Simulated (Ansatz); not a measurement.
## 127I nuclear quadrupole resonance in Cs2SnI6

Cell: a COD entry, its atoms then relaxed with PBE in this cell.

Space group Fm-3m (No. 225); a = 11.6300 Å.

| site | Wyckoff | site symmetry | x | y | z |
| --- | --- | --- | --- | --- | --- |
| Cs | 8c | -43m | 0.2500 | 0.2500 | 0.2500 |
| Sn | 4a | m-3m | 0.0000 | 0.0000 | 0.0000 |
| I | 24e | 4m.m | 0.2488 | 0.5000 | 0.5000 |

One atom of each set is listed; the run and its k-mesh use a cell of 9 atoms with edges of 8.22, 8.22, 8.22 Å.

Level of theory: DFT, LDA, plane waves and PAW, scalar-relativistic, 420 eV cutoff, Γ-centred 5×5×5 k-points, Fermi–Dirac smearing 0.02 eV (Ansatz 0.2.0).

127I: I = 5/2, Q = -688.2 mb (year-2017 value). Static lattice, zero field.

(1) Predict the zero-field 127I lines of each site.

Results:

(1) For I = 5/2 and η = 0 the lines are 3|C_Q|/20 and twice that; η pulls their ratio below 2.

| site | atoms | V_zz (10²¹ V/m²) | C_Q (MHz) | η | line frequencies (MHz) |
| --- | --- | --- | --- | --- | --- |
| I | 6 | 57.5 | -957 | 0.00 | 143.6, 287.2 |

An axis of threefold or higher order runs through I, so V_zz lies along it and η is zero.

With no gap above 0.1 eV, as in a metal, the gradients converge slowly in k; expect changes of a tenth or more on a denser mesh. Without spin–orbit coupling the gradients at and beside I can be off by some per cent, at some sites by more. Semilocal functionals make gaps too small and can close them, so the real compound need not be a metal.

The run took 4.7 s of wall time (16 s of CPU time) and 1.3 GiB at its peak, on 4 threads of Intel Xeon 6975P-C (Granite Rapids) (x86_64; 16 cores open to the job, memory cap 10.0 GiB, no GPU), a shared host with a load of 0.1 a core.
